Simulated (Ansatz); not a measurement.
## CuO: which magnetic state is lowest?

Theory: Ansatz, DFT r2SCAN+U, scalar-relativistic, plane waves, PAW.

```cif
data_structure
_symmetry_space_group_name_H-M 'P 1'
_symmetry_Int_Tables_number 1
_cell_length_a 2.9040
_cell_length_b 2.9040
_cell_length_c 5.1321
_cell_angle_alpha 97.781
_cell_angle_beta 97.781
_cell_angle_gamma 72.316
_cell_volume 40.65
loop_
_atom_site_label
_atom_site_type_symbol
_atom_site_fract_x
_atom_site_fract_y
_atom_site_fract_z
_atom_site_occupancy
Cu1 Cu 0.00320 0.49680 0.00000 1
Cu2 Cu 0.49680 0.00320 0.50000 1
O1 O 0.57140 0.40560 0.25370 1
O2 O 0.40560 0.57140 0.75370 1
```

```json
{
  "plane-wave cutoff": "500 eV",
  "Γ-centred k-mesh": "10×10×6",
  "occupation rule": "Gaussian smearing, 0.02 eV",
  "U_eff on Löwdin-orthogonalised atomic d orbitals": "Cu 4 eV",
  "list of starting moments (μB, in atom order)": "1 1 0 0",
  "check for lower electronic states after the SCF": "asked for but not made"
}
```

All runs keep this geometry, which isn't relaxed for the lowest state (largest force there 0.818 eV/Å, pressure 0.7 GPa); relaxing each order can shift differences of a few meV. Signs run over the atoms with starting moments. The large starts are 2.5 2.5 0 0 μB. The small starts are 0.5 0.5 0 0 μB. Site moments are spin moments in atom-centred spheres that scale with the neighbour distance. The states are those that the runs reached from these starts; a lower one can exist.

Problem. Starts tried: no spin; ferromagnetic; large parallel starting moments; antiferromagnetic in the cell, signs +-; small parallel starting moments. Which state comes out lowest, and what are the moments?

Solution. The lowest state is antiferromagnetic, reached from the start “antiferromagnetic in the cell, signs +-”, with site moments (μB) Cu +0.65, Cu -0.65.

| start | ends | energy above lowest (meV/atom) | site moments (μB) | gap on mesh (eV) | P (GPa) |
| --- | --- | --- | --- | --- | --- |
| no spin | non-magnetic | 172 | none over 0.05 | metal | 0.4 |
| ferromagnetic | ferromagnetic | 19.8 | Cu +0.70 (×2), O +0.29 (×2) | 0.66 | 1.3 |
| large parallel starting moments | ferromagnetic | 19.8 | Cu +0.70 (×2), O +0.29 (×2) | 0.66 | 1.3 |
| antiferromagnetic in the cell, signs +- | antiferromagnetic | 0.00 | Cu +0.65, Cu -0.65 | 1.21 | 0.7 |
| small parallel starting moments | ferromagnetic | 19.8 | Cu +0.70 (×2), O +0.29 (×2) | 0.66 | 1.3 |

Cost: 5 runs of about 18 core-minutes in all, on Intel Xeon Platinum 8259CL (Skylake/Cascade Lake) (shared hosts).